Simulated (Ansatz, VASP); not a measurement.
# Cross-check of GaP between VASP and Ansatz

One calculation is typed for both programs; each brings its own data sets and cutoff. How far apart do they land?

Calculated with Ansatz 0.2.0; plane waves, with VASP 6.6.1 beside it; band structure at PBE.

## Step 1: Starting point

The structure is cubic, space group F-43m (No. 216). The conventional cell has a = 5.451 Å, b = 5.451 Å, c = 5.451 Å, α = 90.00°, β = 90.00°, γ = 90.00°. Nearest to Ga lie 4 P at 2.36 Å. Nearest to P lie 4 Ga at 2.36 Å. Farther neighbours are not listed.

## Step 2: VASP: band structure, PBE

Levels along a path test the potential and the projectors away from the mesh points.

Lines of VASP's logs that name or quote its potential files are left out, and so is its time.

Input file INCAR:

```
SYSTEM = GaP
PREC = Accurate
ENCUT = 430
EDIFF = 1E-08
NELM = 100
ISMEAR = 0
SIGMA = 0.01
LREAL = .FALSE.
ALGO = Normal
GGA = PE
NBANDS = 15
LORBIT = 11
LWAVE = .TRUE.
LCHARG = .FALSE.
KPAR = 8
```

Input file POSCAR:

```
GaP
1.0
    0.0000000000      2.7252500000      2.7252500000
    2.7252500000      0.0000000000      2.7252500000
    2.7252500000      2.7252500000      0.0000000000
Ga P
1 1
Direct
    0.0000000000      0.0000000000      0.0000000000
    0.7500000000      0.7500000000      0.7500000000
```

Input file KPOINTS:

```
Automatic mesh
0
Gamma
4 4 4
0 0 0
```

Input file KPOINTS_OPT:

```
Line mode
12
Line-mode
Reciprocal
  0.00000000   0.00000000   0.00000000 GAMMA
  0.50000000   0.00000000   0.50000000 X

  0.50000000   0.00000000   0.50000000 X
  0.50000000   0.25000000   0.75000000 W

  0.50000000   0.25000000   0.75000000 W
  0.37500000   0.37500000   0.75000000 K

  0.37500000   0.37500000   0.75000000 K
  0.00000000   0.00000000   0.00000000 GAMMA

  0.00000000   0.00000000   0.00000000 GAMMA
  0.50000000   0.50000000   0.50000000 L

  0.50000000   0.50000000   0.50000000 L
  0.62500000   0.25000000   0.62500000 U

  0.62500000   0.25000000   0.62500000 U
  0.50000000   0.25000000   0.75000000 W

  0.50000000   0.25000000   0.75000000 W
  0.50000000   0.50000000   0.50000000 L

  0.50000000   0.50000000   0.50000000 L
  0.37500000   0.37500000   0.75000000 K

  0.62500000   0.25000000   0.62500000 U
  0.50000000   0.00000000   0.50000000 X
```

PAW data sets: Ga_d_GW and P_GW (PBE family, release 64).

Started as:

```bash
> mpirun -np 8 vasp_std
```

Numbers of over 12 decimals in the logs are rounded to 6 here.

What it wrote:

```text
[banner, memory and clock lines left out]
running    8 mpi-ranks, on    1 nodes
 distrk:  each k-point on    1 cores,    8 groups
 distr:  one band on    1 cores,    1 groups

 POSCAR found type information on POSCAR GaP
 POSCAR found :  2 types and       2 ions
|                                                                             |
|           W    W    AA    RRRRR   N    N  II  N    N   GGGG   !!!           |
|           W    W   A  A   R    R  NN   N  II  NN   N  G    G  !!!           |
|           W    W  A    A  R    R  N N  N  II  N N  N  G       !!!           |
|           W WW W  AAAAAA  RRRRR   N  N N  II  N  N N  G  GGG   !            |
|           WW  WW  A    A  R   R   N   NN  II  N   NN  G    G                |
|           W    W  A    A  R    R  N    N  II  N    N   GGGG   !!!           |
|                                                                             |
|     For optimal performance we recommend to set                             |
|       NCORE = 2 up to number-of-cores-per-socket                            |
|     NCORE specifies how many cores store one orbital (NPAR=cpu/NCORE).      |
|     This setting can greatly improve the performance of VASP for DFT.       |
|     The default, NCORE=1 might be grossly inefficient on modern             |
|     multi-core architectures or massively parallel machines. Do your        |
|     Unfortunately you need to use the default for GW and RPA                |
|     calculations (for HF NCORE is supported but not extensively tested      |
|     yet).                                                                   |
|                                                                             |

 LDA part: xc-table for (Slater+PW92), standard interpolation
 POSCAR, INCAR and KPOINTS ok, starting setup
 FFT: planning ... GRIDC
 FFT: planning ... GRID_SOFT
 FFT: planning ... GRID
 WAVECAR not read
 entering main loop
       N       E                     dE             d eps       ncg     rms          rms(c)
DAV:   1     0.115664725068E+03    0.11566E+03   -0.96478E+03   272   0.136E+03
DAV:   2    -0.624214581991E+00   -0.11629E+03   -0.11224E+03   275   0.320E+02
DAV:   3    -0.896041914437E+01   -0.83362E+01   -0.82920E+01   317   0.112E+02
DAV:   4    -0.926148722191E+01   -0.30107E+00   -0.30093E+00   382   0.216E+01
DAV:   5    -0.926631973184E+01   -0.48325E-02   -0.48324E-02   325   0.184E+00    0.487E+00
DAV:   6    -0.898724743575E+01    0.27907E+00   -0.48909E-01   367   0.147E+01    0.276E+00
DAV:   7    -0.895368163791E+01    0.33566E-01   -0.11284E-01   339   0.295E+00    0.102E+00
DAV:   8    -0.895444655529E+01   -0.76492E-03   -0.90218E-03   256   0.741E-01    0.154E-01
DAV:   9    -0.895494960189E+01   -0.50305E-03   -0.12180E-03   369   0.352E-01    0.520E-02
DAV:  10    -0.895513785488E+01   -0.18825E-03   -0.20515E-04   255   0.115E-01    0.146E-02
DAV:  11    -0.895515047900E+01   -0.12624E-04   -0.24647E-05   409   0.464E-02    0.315E-03
DAV:  12    -0.895515131595E+01   -0.83695E-06   -0.17425E-06   255   0.945E-03    0.679E-04
DAV:  13    -0.895515124044E+01    0.75513E-07   -0.81912E-08   377   0.226E-03    0.113E-04
DAV:  14    -0.895515123676E+01    0.36803E-08   -0.80166E-09   255   0.855E-04
   1 F= -.89551512E+01 E0= -.89551512E+01  d E =-.121894E-47
 Start KPOINTS_OPT (optional k-point list driver)
k-point batch [1-8\120]
       N       E                     dE             ncg
DAV:   1     0.256033009419E+03   -0.13573E+04      264
DAV:   2    -0.702193906268E+03   -0.95823E+03      254
DAV:   3    -0.784908930837E+03   -0.82715E+02      338
DAV:   4    -0.787581353960E+03   -0.26724E+01      292
DAV:   5    -0.787726837639E+03   -0.14548E+00      395
DAV:   6    -0.787729270255E+03   -0.24326E-02      357
DAV:   7    -0.787729380685E+03   -0.11043E-03      400
DAV:   8    -0.787729381443E+03   -0.75728E-06      334
DAV:   9    -0.787729381459E+03   -0.16894E-07      336
DAV:  10    -0.787729381459E+03    0.41382E-10      246
[...]
k-point batch [113-120\120]
       N       E                     dE             ncg
DAV:   1     0.398960065229E+02   -0.49176E+04      280
DAV:   2    -0.817143012549E+03   -0.85704E+03      254
DAV:   3    -0.878181884340E+03   -0.61039E+02      345
DAV:   4    -0.880624193333E+03   -0.24423E+01      451
DAV:   5    -0.880630961086E+03   -0.67678E-02      303
DAV:   6    -0.880631182124E+03   -0.22104E-03      402
DAV:   7    -0.880631186155E+03   -0.40316E-05      365
DAV:   8    -0.880631186305E+03   -0.14913E-06      394
DAV:   9    -0.880631186308E+03   -0.36615E-08      263
 writing wavefunctions
```

OUTCAR, selected parts (step 2):

```text
ion  position               nearest neighbor table
   1  0.000  0.000  0.000-   2 2.36   2 2.36   2 2.36   2 2.36
   2  0.750  0.750  0.750-   1 2.36   1 2.36   1 2.36   1 2.36

  LATTYP: Found a face centered cubic cell.
 ALAT       =     5.4505000000

 Subroutine GETGRP returns: Found 24 space group operations
 (whereof 24 operations were pure point group operations)

The static configuration has the point symmetry T_d .

 Found      8 irreducible k-points:

   k-points           NKPTS =      8   k-points in BZ     NKDIM =      8   number of bands    NBANDS=     15

   dimension x,y,z NGX =    28 NGY =   28 NGZ =   28
   dimension x,y,z NGXF=    56 NGYF=   56 NGZF=   56

   ENCUT  =  430.0 eV  31.60 Ry    5.62 a.u.   6.52  6.52  6.52*2*pi/ulx,y,z

   NELECT =      18.0000    total number of electrons

 k-points in reciprocal lattice and weights: Automatic mesh
   0.00000000  0.00000000  0.00000000       0.016
   0.25000000  0.00000000  0.00000000       0.125
   0.50000000  0.00000000  0.00000000       0.062
   0.25000000  0.25000000  0.00000000       0.094
   0.50000000  0.25000000  0.00000000       0.375
  -0.25000000  0.25000000  0.00000000       0.188
   0.50000000  0.50000000  0.00000000       0.047
  -0.25000000  0.50000000  0.25000000       0.094

 average (electrostatic) potential at core
       1 -65.6692       2 -74.7321

 E-fermi :   4.5062

 k-point     1 :       0.0000    0.0000    0.0000
  band No.  band energies     occupation
    ...
      5     -10.0914      2.00000
      6      -8.0963      2.00000
      7       4.4052      2.00000
      8       4.4052      2.00000
      9       4.4052      2.00000
     10       6.2183      0.00000
     11       8.2588      0.00000
     12       8.2588      0.00000
     13       8.2588      0.00000
     14      13.2092      0.00000
    ...

 k-point     2 :       0.2500    0.0000    0.0000
  band No.  band energies     occupation
    ...
      5     -10.0900      2.00000
      6      -7.3204      2.00000
      7       0.5160      2.00000
      8       3.7384      2.00000
      9       3.7384      2.00000
     10       6.5414      0.00000
     11       9.1168      0.00000
     12       9.1168      0.00000
     13      10.7465      0.00000
     14      13.3261      0.00000
    ...

 k-point     3 :       0.5000    0.0000    0.0000
  band No.  band energies     occupation
    ...
      5     -10.0839      2.00000
      6      -6.0267      2.00000
      7      -2.2488      2.00000
      8       3.2811      2.00000
      9       3.2811      2.00000
     10       6.0580      0.00000
     11       9.0900      0.00000
     12       9.0900      0.00000
     13      12.6742      0.00000
     14      15.2939      0.00000
    ...

  Total        0.7241896      0.7241896      0.7241896     -0.0000000      0.0000000     -0.0000000
  in kB       28.6624824     28.6624824     28.6624824     -0.0000000      0.0000000     -0.0000000
  external PRESSURE =      28.6624824 kB  Pullay stress =       0.0000000 kB

  energy-cutoff  :      430.00
  volume of cell :       40.48
      direct lattice vectors                 reciprocal lattice vectors
     0.000000000  2.725250000  2.725250000    -0.183469406  0.183469406  0.183469406
     2.725250000  0.000000000  2.725250000     0.183469406 -0.183469406  0.183469406
     2.725250000  2.725250000  0.000000000     0.183469406  0.183469406 -0.183469406

 POSITION                                       TOTAL-FORCE (eV/Angst)
 -----------------------------------------------------------------------------------
      0.00000      0.00000      0.00000        -0.000000     -0.000000     -0.000000
      4.08788      4.08788      4.08788         0.000000      0.000000      0.000000
 -----------------------------------------------------------------------------------
    total drift:                               -0.000011     -0.000011     -0.000011

  FREE ENERGIE OF THE ION-ELECTRON SYSTEM (eV)
  ---------------------------------------------------
  free  energy   TOTEN  =        -8.9551512368 eV

  energy  without entropy=       -8.9551512368  energy(sigma->0) =       -8.95515124

 total charge
# of ion       s       p       d       tot
------------------------------------------
    1        0.842   0.857   9.966  11.665
    2        1.109   1.750   0.045   2.904
--------------------------------------------------
tot          1.951   2.607  10.011  14.569

[... 3 further parts left out ...]
```

The run ends at a pressure of 2.87 GPa.

## Step 3: Ansatz: band structure, PBE

Ansatz runs on its default PAW (the set named soft_2) files.

The same cell, functional, mesh and smearing now go to Ansatz, which takes its cutoff from its data sets.

Input file input.yaml:

```yaml
crystal:
  lattice:
    - [0.0, 2.72525, 2.72525]
    - [2.72525, 0.0, 2.72525]
    - [2.72525, 2.72525, 0.0]
  atoms:
    - { symbol: Ga, position: [0.0, 0.0, 0.0] }
    - { symbol: P, position: [0.75, 0.75, 0.75] }
hamiltonian:
  xc: pbe
  pseudopotentials: { kind: paw }
kpoints:
  mp_grid: { grid: [4, 4, 4] }
  band_path:
    path:
      - [0.0, 0.0, 0.0]
      - [0.18182, 0.0, 0.18182]
      - [0.36364, 0.0, 0.36364]
      - [0.40909, 0.0, 0.40909]
      - [0.5, 0.0, 0.5]
      - [0.5, 0.09091, 0.59091]
      - [0.5, 0.18182, 0.68182]
      - [0.5, 0.25, 0.75]
      - [0.45455, 0.29545, 0.75]
      - [0.40909, 0.34091, 0.75]
      - [0.375, 0.375, 0.75]
      - [0.20455, 0.20455, 0.40909]
      - [0.06818, 0.06818, 0.13636]
      - [0.04545, 0.04545, 0.04545]
      - [0.22727, 0.22727, 0.22727]
      - [0.40909, 0.40909, 0.40909]
      - [0.51136, 0.47727, 0.51136]
      - [0.55682, 0.38636, 0.55682]
      - [0.60227, 0.29545, 0.60227]
      - [0.61364, 0.25, 0.63636]
      - [0.56818, 0.25, 0.68182]
      - [0.51136, 0.25, 0.73864]
      - [0.5, 0.29545, 0.70455]
      - [0.5, 0.38636, 0.61364]
      - [0.5, 0.47727, 0.52273]
      - [0.47727, 0.47727, 0.54545]
      - [0.43182, 0.43182, 0.63636]
      - [0.38636, 0.38636, 0.72727]
      - [0.60227, 0.20455, 0.60227]
      - [0.55682, 0.11364, 0.55682]
      - [0.5, 0.0, 0.5]
    npoints: 1
scf:
  occupations: { method: gaussian, width: 0.01 }
  n_extra_bands: 7
output:
  forces: true
  stress: true
  eigenvalues: true
```

Started as:

```bash
> ansatz run input.yaml --threads 2 --pin off --max-ram 4608MiB --backend cpu --events-out ev --progress --plain --runs-dir out
```

What it wrote:

```text
scf.n_extra_bands = 7 over 9 filled bands (N_el = 18.0): the run solves 16 bands
Engine: ansatz 0.2.0, aarch64-unknown-linux-gnu
Pseudopotentials: kind: paw
Pseudopotential: Ga, paw, valence charge 13, recommended cutoff 420 eV (normal), Ga.paw.azcp
Pseudopotential: P, paw, valence charge 5, recommended cutoff 420 eV (normal), P.paw.azcp
Functional definition: PBE
  parameter kappa = 0.804
  parameter beta = 0.066725
  exchange = pbe_x(kappa = kappa, mu = beta*pi^2/3)
  correlation = pbe_c(beta = beta)
Crystal: 2 atoms, lattice volume = 40.481 Å³
Basis set: ecut = 420 eV, 749 PW (Γ), exchange–correlation on 54×54×54 points (8 copies of the dense FFT grid, shifted against one another)
Bands: 16, of which v1, the nominal top of the filled ones, is band 9 counted from 1 (8 counted from 0)
Symmetry: 24 space group operations
Space group: F-43m (ITA 216), of the structure as read, at distance tolerance 3.4e-5 Å
k-points: 8 of 64 (time reversal used)
Non-local potential: Ga, projectors of the file, l = 0: 2, l = 1: 2, l = 2: 3, l = 3: 1
Non-local potential: P, projectors of the file, l = 0: 2, l = 1: 2, l = 2: 2
PAW form: soft (Blöchl's): semilocal exchange-correlation on the pseudo side does not see the compensation charge
PAW one-centre angular grid: Ga, 590 points (default); XC on 64 Gauss nodes
PAW one-centre angular grid: P, 110 points (default); XC on 64 Gauss nodes
Initial density: superposition of atomic densities (neutral atoms: chi_scale 0, normalization atom), corrected by the library's trained network
Initial wavefunctions: pseudopotential atomic-orbital guess
Functional: x = pbe(κ = 0.804, μ = 0.219515), c = pbe(β = 0.066725)
SCF iter   1: F=—  HF=-4539.408773 eV  |F-HF|=—  |Δ(HF+E_count)|=         —  Δρ=2.28e-3  dr2=1.09e-3  ethr=1.77e-3  ⟨swp⟩=6.6  Hψ=845  notcnv=0
preconditioner: auto → none  [insulator: Δε(μ)=1.644 eV  Ē_g=18.054 eV  σ=0.010 eV  W_gap=1.00  n_scr=14 (ndim 8)  ℏωp=24.8 eV  f_vac=0.011  D(μ)=0.00/eV (n_scr^D=0)  ε∞_Penn≈2.9]
SCF iter   2: F=—  HF=-4539.408339 eV  |F-HF|=—  |Δ(HF+E_count)|=   4.35e-4  Δρ=1.33e-3  dr2=4.11e-4  ethr=6.08e-6  ⟨swp⟩=2.9  Hψ=325  notcnv=0  defer=21
SCF iter   3: F=—  HF=-4539.408062 eV  |F-HF|=—  |Δ(HF+E_count)|=   2.76e-4  Δρ=4.93e-4  dr2=5.36e-5  ethr=2.28e-6  ⟨swp⟩=2.0  Hψ=214  notcnv=0  defer=21
SCF iter   4: F=—  HF=-4539.408062 eV  |F-HF|=—  |Δ(HF+E_count)|=   7.46e-8  Δρ=1.47e-4  dr2=4.69e-6  ethr=2.98e-7  ⟨swp⟩=2.1  Hψ=181  notcnv=0  defer=21
SCF iter   5: F=—  HF=-4539.408068 eV  |F-HF|=—  |Δ(HF+E_count)|=   6.25e-6  Δρ=3.29e-5  dr2=2.35e-7  ethr=2.60e-8  ⟨swp⟩=3.0  Hψ=196  notcnv=0  defer=21
SCF iter   6: F=-4539.408068 eV  HF=-4539.408068 eV  |F-HF|=1.18e-8  |Δ(HF+E_count)|=   9.86e-8  Δρ=1.11e-5  dr2=2.31e-8  ethr=5.56e-10  ⟨swp⟩=8.9  Hψ=667  notcnv=0
SCF 1 converged in 6 iterations: F = -4539.408068 eV  dr2 = 2.31e-8
  greatest PAW one-centre occupation: 0.994 electrons in one spin orbital (limit 2), on the Ga atom at site 0 (counted from 0), in its partial waves of l = 2
NSCF: frozen V_eff on 31 k-points
SCF converged after 6 iterations
Free energy (F): -4539.408068 eV
Harris-Foulkes:  -4539.408068 eV  (|F-HF|=1.18e-8)
Internal energy: -4539.408068 eV  (E = F + TS)
E sigma→0 (E₀):  -4539.408068 eV
Fermi energy:    7.946067 eV
--- Per-component energies (eV) ---
  E_band       = -57.820960
  E_kinetic    = 186.778782
  E_local      = -2201.177464  (includes V_loc(G=0)·N_el)
  E_nonlocal   = 459.085512
  E_hartree    = 1018.098940
  E_xc         = -130.813260
  E_vxc        = -119.085671  (∫ρ·V_xc dr)
  E_paw        = -2558.735530  (= ΣΔE_a)
  E_vpaw       = -419.612124  (= ΣTr[D̂ρ^β])
  E_aug_tail   = -0.000104  (compensation charges beyond the density's cutoff)
  E_ewald      = -1312.644944
  E_smearing   = -0.000000  (= −TS)
  E_closure    = -0.000000  (closes the sum)
  Σ components = -4539.408068   (vs F -4539.408068, Δ=0.00e0)
--- Forces (eV/Å), atoms counted from 1 ---
  atom   1  Ga    -0.00000000     0.00000000     0.00000000
  atom   2  P      0.00000000    -0.00000000    -0.00000000
  max |Σ_I F_I| component: 2.22e-16 eV/Å
--- Stress (GPa, compression-positive) ---
        2.928646       0.000000      -0.000000
        0.000000       2.928646       0.000000
       -0.000000       0.000000       2.928646
  P = ⅓ Tr σ = 2.9286 GPa (29.286 kbar)
--- Band table (eV; the first three rows and the last of 8) ---
  k-point 0: bands = [... 5 lower, -5.3691, 7.1316, 7.1316, 7.1316, 8.9509, 10.9864, 10.9864, 10.9864, ... 3 higher]
  k-point 1: bands = [... 5 lower, -4.5925, 3.2440, 6.4645, 6.4645, 9.2706, 11.8439, 11.8439, 13.4732, ... 3 higher]
  k-point 2: bands = [... 5 lower, -3.2974, 0.4779, 6.0070, 6.0070, 8.7872, 11.8176, 11.8176, 15.3976, ... 3 higher]
  k-point 7: bands = [... 5 lower, -2.2986, 0.5580, 3.5434, 3.6947, 11.8189, 11.9815, 13.2063, 13.2586, ... 3 higher]
```

The job ended after 0.97 s (2 threads of Arm Neoverse V1, shared host; peak memory 0.27 GiB).

Reading the cycles: dr2 is the Hartree energy of the density residual (eV), the measure of convergence; HF is the Harris–Foulkes estimate of the energy, which meets the free energy F at convergence.

## Step 4: Differences

Known differences besides the potentials themselves: the cutoff is 420 eV in Ansatz and 430 eV in VASP; VASP leaves aspherical gradient terms in its spheres out (LASPH is not set), Ansatz keeps them. Total energies have different zeros and are not compared.

Both answers:

```csv
quantity,Ansatz,VASP,difference
gap over the path points (eV),1.573,1.570,+0.002
```

Levels at points of the path, from each program's valence-band top (eV; 3 filled, then empty):

```csv
k (reciprocal lattice),Ansatz,VASP
0.000 0.000 0.000,0.00 0.00 0.00 1.82 3.85 3.85,0.00 0.00 0.00 1.81 3.85 3.85
0.182 0.000 0.182,-2.52 -1.14 -1.14 2.64 3.87 5.62,-2.52 -1.14 -1.14 2.64 3.87 5.62
0.364 0.000 0.364,-5.51 -2.38 -2.38 1.64 2.60 8.71,-5.51 -2.38 -2.38 1.64 2.60 8.71
0.409 0.000 0.409,-6.13 -2.56 -2.56 1.57 2.23 9.51,-6.13 -2.56 -2.56 1.57 2.23 9.51
0.500 0.000 0.500,-6.78 -2.70 -2.70 1.63 1.80 10.56,-6.78 -2.69 -2.69 1.62 1.80 10.56
0.500 0.091 0.591,-6.72 -2.99 -2.95 2.26 2.43 9.22,-6.72 -2.99 -2.95 2.25 2.43 9.23
0.500 0.182 0.682,-6.61 -3.45 -3.33 3.73 3.90 7.19,-6.61 -3.45 -3.33 3.73 3.91 7.19
0.500 0.250 0.750,-6.57 -3.59 -3.44 4.69 4.85 6.08,-6.57 -3.59 -3.44 4.69 4.85 6.07
0.455 0.295 0.750,-6.57 -3.77 -3.04 3.64 4.87 6.58,-6.56 -3.77 -3.04 3.64 4.87 6.58
0.409 0.341 0.750,-6.57 -3.92 -2.46 2.49 4.80 7.60,-6.57 -3.92 -2.46 2.49 4.80 7.60
```

Among the levels compared at these points, filled levels agree within 2 meV and empty ones within 6 meV. Not compared: the pressure (VASP's GW data sets at this cutoff don't carry it).

## Step 5: Summary of results

```yaml
difference_in_gap_over_the_path_points_band_structure_pbe: 0.0024 eV
```

The difference in gap over the path points is 0.0024 eV (band structure, PBE), within the 0.08 eV picked in this series as the mark of a large difference. How closely two codes agree says nothing of how well the functional describes the real material.

[Lines on the potential files, build, host, timing and source positions are cut from VASP's logs without a mark.]

[Logs are printed without paths, hosts, clocks, repeated set-up lines and the standing remarks that a program may print on its own settings, such as how far it seeks lower states.]

[Hosts, paths, dates, database ids (printed as entryN), source tags and the programs' standing remarks are cut or masked in the printed files.]
